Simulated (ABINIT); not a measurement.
**Ta: equation of state with PBEsol**

**Experimental background.**

From “Pressure effects on the electronic structure and superconductivity of (TaNb)0.67(HfZrTi)0.33 high entropy alloy”, 2019, arxiv:1910.08312, for a bulk crystal of Ta: bulk modulus 194 GPa.

Ta:

```
Ta
1.0
    -1.65128    1.65128    1.65128
     1.65128   -1.65128    1.65128
     1.65128    1.65128   -1.65128
Ta
1
Cartesian
  0.0000 0.0000 0.0000
```

```yaml
Program: ABINIT 10.8.3 (patched build)
Task: equation of state
Functional: PBEsol
Potentials_or_basis: PseudoDojo NC SR PBEsol v0.4.1 standard
Cutoff: 789 eV
k_mesh: 11 × 11 × 11
Occupations: fermi-dirac, width 0.05 eV
Spin: no spin polarisation
```

| Quantity | Value |
| --- | --- |
| Equilibrium volume | 17.64 Å³/atom |
| Bulk modulus | 212 GPa |
| Pressure derivative of the bulk modulus | 4.4 |

Energy against volume, from the lowest point:
| volume (Å³/atom) | energy (meV/atom) |
| --- | --- |
| 16.930 | 20.25 |
| 17.290 | 4.70 |
| 17.650 | 0.00 |
| 18.010 | 5.00 |
| 18.371 | 18.65 |
| 18.731 | 40.07 |
| 19.091 | 68.49 |

Wall time 65 s on 1 thread of Arm Neoverse V2, with other jobs on the host, peak memory 0.1 GiB.

Against the measured bulk modulus of Ta, 194 GPa (quoted in “Pressure effects on the electronic structure and superconductivity of (TaNb)0.67(HfZrTi)0.33 high entropy alloy”, 2019, arxiv:1910.08312), the calculated 212 GPa is off by +9.1 %. The fit is for a static lattice scaled at fixed shape and fixed fractional positions.

Caveat: pressures at fixed basis lie under the slope of the energies. Spin-orbit coupling is left out, which matters for the levels of Ta.
